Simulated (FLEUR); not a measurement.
# NaCl under changes of volume

One of the cells (21.478 Å³/atom); the others are scaled copies at fixed shape and fractional positions:

```xyz
2
Lattice="3.5022 0.0000 0.0000 0.0000 3.5022 0.0000 0.0000 0.0000 3.5022" Properties=species:S:1:pos:R:3 pbc="T T T"
Cl    1.7511    1.7511    1.7511
Na    0.0000    0.0000    0.0000
```

Measurements of this composition are mostly on another form, of space group No. 225.

- Program: FLEUR MaX-R8.1 (later development tree)
- Functional: LDA
- Potentials or basis: all-electron
- Basis: FLAPW
- Kmax: 4.1 1/bohr
- k mesh: 8 × 8 × 8
- Occupations: fermi-dirac, width 0.05 eV
- Spin: no spin polarisation

```tsv
volume (Å³/atom)	energy over the lowest point (meV/atom)	gap on the mesh (eV)
20.189	0.00	3.81
20.619	5.26	3.74
21.478	19.63	3.61
22.337	38.13	3.49
22.766	?	?
```

Q: What does the run at 22.766 Å³/atom give?

A: Energy over the lowest point 48.62 meV/atom; gap on the mesh 3.43 eV.

Worked out: A Birch-Murnaghan fit of order 2 (a polynomial in V^(-2/3)) to the other rows has no minimum within the range. It gives 48.68 meV/atom at 22.766 Å³/atom, against the run's 48.62. A straight line through the other rows of the gap, of slope -3.16 eV per unit of ln V, extrapolates to 3.43 eV, against the run's 3.43.

Energies are extrapolated to zero smearing.

A mesh can miss the band edges.
